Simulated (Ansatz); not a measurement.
**FeO (Wuestite): relaxation of cell and atoms with PBEsol**

Crystal: FeO (Wuestite).

```
Fe O
1.0
     0.00000    2.15540    2.15540
     2.15540    0.00000    2.15540
     2.15540    2.15540    0.00000
Fe O
1 1
Direct
  0.00000 0.00000 0.00000
  0.50000 0.50000 0.50000
```

```yaml
Program: Ansatz 0.2.0
Task: relaxation of cell and atoms
Functional: PBEsol
Potentials_or_basis: all-electron LAPW, scalar-relativistic
Basis_error_allowed: 0.001 eV/atom
k_mesh: 8 × 8 × 8
Occupations: fermi-dirac, width 0.05 eV
Spin: collinear spin, ferromagnetic start
Starting_moments: "[3.0, 0.0] μB"
```

```json
{
 "Relaxed volume": "9.57 Å³/atom",
 "Relaxed cell": "a = 3.002 Å, b = 3.002 Å, c = 3.002 Å, α = 60.00°, β = 60.00°, γ = 60.00°",
 "Space group after relaxing (to 0.05 Å)": "Fm-3m (No. 225)",
 "Energy gained by relaxing": "12.3 meV/atom",
 "Ionic steps": "5",
 "Pressure after relaxing": "0.0 GPa",
 "Net moment": "4.00 μB per cell",
 "Absolute moment": "4.01 μB per cell",
 "Site moments": "Fe +3.58; O +0.33 μB"
}
```

The path:
```
step  energy change (eV)  largest force (eV/Å)  volume (Å³)
   1              0.0000                0.0000        20.03
   2             -0.0211                0.0000        19.46
   3             -0.0246                0.0000        19.11
   4             -0.0246                0.0000        19.14
   5             -0.0246                0.0000        19.14
```

Final structure:
```
CELL_PARAMETERS angstrom
0.00000 2.12294 2.12294
2.12294 0.00000 2.12294
2.12294 2.12294 0.00000
ATOMIC_POSITIONS crystal
Fe 0.00000 0.00000 0.00000
O 0.50000 0.50000 0.50000
```

Wall time 7.8 s on 2 threads of AMD EPYC 9R45 96-Core Processor (Zen 5), on a shared host, peak memory 0.43 GiB.

Caveat: the k mesh is thin for a metal, which can move the energy by tens of meV per atom; a cell with one magnetic atom can't hold antiferromagnetic order, which such compounds often take.
